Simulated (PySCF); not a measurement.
**C5H12: calculation against experiment**

**The experiment to reproduce.**

NIST CCCBDB Release 22 (SRD 101), experimental polarizabilities lists, for the gas: mean polarisability 8.77 Å³.

The results are set against them at the end.

C₅H₁₂.
Numbering: `[CH3:1][CH2:2][CH:3]([CH3:4])[CH3:5]` (hydrogens: H6, H7, H8 on C1; H9, H10 on C2; H11 on C3; H12, H13, H14 on C4; H15, H16, H17 on C5)

Structure used (PBE0-D3(BJ)/def2-SVP), in Å, numbered top down from 1:
```
atom  x, y, z in Å
C1     1.800   -0.731   -0.747
C2     1.017    0.103    0.255
C3    -0.438    0.384   -0.129
C4    -1.262   -0.892   -0.264
C5    -1.082    1.339    0.870
H6     1.789   -0.267   -1.747
H7     1.389   -1.747   -0.850
H8     2.852   -0.835   -0.442
H9     1.032   -0.392    1.244
H10    1.531    1.069    0.399
H11   -0.427    0.885   -1.116
H12   -0.869   -1.561   -1.044
H13   -1.273   -1.453    0.686
H14   -2.308   -0.663   -0.525
H15   -2.112    1.596    0.577
H16   -1.127    0.885    1.874
H17   -0.512    2.278    0.956
```

The PySCF runs (gas phase, on this PBE0-D3(BJ)/def2-SVP geometry; no spin–orbit coupling):

```csv
level,job,basis functions
B3LYP/def2-SVPD,"10 singlets by full TDDFT, 4 Tamm–Dancoff triplets, polarisability, ΔSCF ions",196
BHandHLYP/def2-SVPD,"10 singlets by full TDDFT, 4 Tamm–Dancoff triplets, polarisability, ΔSCF ions",196
HF/def2-SVPD,"10 singlets by TDHF, 4 Tamm–Dancoff triplets, polarisability, ΔSCF ions",196
LDA/def2-SVPD,"10 singlets by full TDDFT, 4 Tamm–Dancoff triplets, polarisability, ΔSCF ions",196
PBE/def2-SVPD,"10 singlets by full TDDFT, 4 Tamm–Dancoff triplets, polarisability, ΔSCF ions",196
PBE0/6-31G*,"10 singlets by full TDDFT, 4 Tamm–Dancoff triplets, polarisability",94
PBE0/def2-SVP,"10 singlets by full TDDFT, 4 Tamm–Dancoff triplets, polarisability",130
PBE0/def2-SVPD,"10 singlets by full TDDFT, 4 Tamm–Dancoff triplets, polarisability, ΔSCF ions",196
PBE0/def2-TZVP,"10 singlets by full TDDFT, 4 Tamm–Dancoff triplets, polarisability",227
wB97X-D/def2-SVPD,"10 singlets by full TDDFT, 4 Tamm–Dancoff triplets, polarisability, ΔSCF ions",196
PBE0/6-31+G*,"10 singlets by full TDDFT, 4 Tamm–Dancoff triplets, polarisability",114
PBE0/def2-TZVPD,"10 singlets by full TDDFT, 4 Tamm–Dancoff triplets, polarisability",293
```

All basis functions are spherical.

**Comparison with experiment**

**Mean polarisability.** Measured: 8.77 Å³ (NIST CCCBDB Release 22 (SRD 101), experimental polarizabilities).

| level | computed (Å³) | computed − measured (Å³) | % (from the printed values) |
| --- | --- | --- | --- |
| B3LYP/def2-SVPD | 9.61 | +0.84 | +10 |
| BHandHLYP/def2-SVPD | 9.29 | +0.52 | +6 |
| HF/def2-SVPD | 8.98 | +0.21 | +2 |
| LDA/def2-SVPD | 10.06 | +1.29 | +15 |
| PBE/def2-SVPD | 9.87 | +1.10 | +13 |
| PBE0/6-31G* | 8.07 | -0.70 | -8 |
| PBE0/def2-SVP | 8.44 | -0.33 | -4 |
| PBE0/def2-SVPD | 9.53 | +0.76 | +9 |
| PBE0/def2-TZVP | 9.39 | +0.62 | +7 |
| wB97X-D/def2-SVPD | 9.47 | +0.70 | +8 |
| PBE0/6-31+G* | 8.90 | +0.13 | +1 |
| PBE0/def2-TZVPD | 9.72 | +0.95 | +11 |

12 of the 15 levels run are shown, the closest and the furthest among them. Closest is PBE0/6-31+G* (+0.13 Å³), furthest LDA/def2-SVPD (+1.29 Å³); one molecule doesn't rank methods. The computed values are static and purely electronic, with core orbitals frozen in the response (1 au = 0.148185 Å³). The table of measured values doesn't say here whether a value is static or optical, or holds a vibrational part. The measurement averages over conformers, the calculation has one.

No measured geometry was used, and the causes of the misses weren't examined.
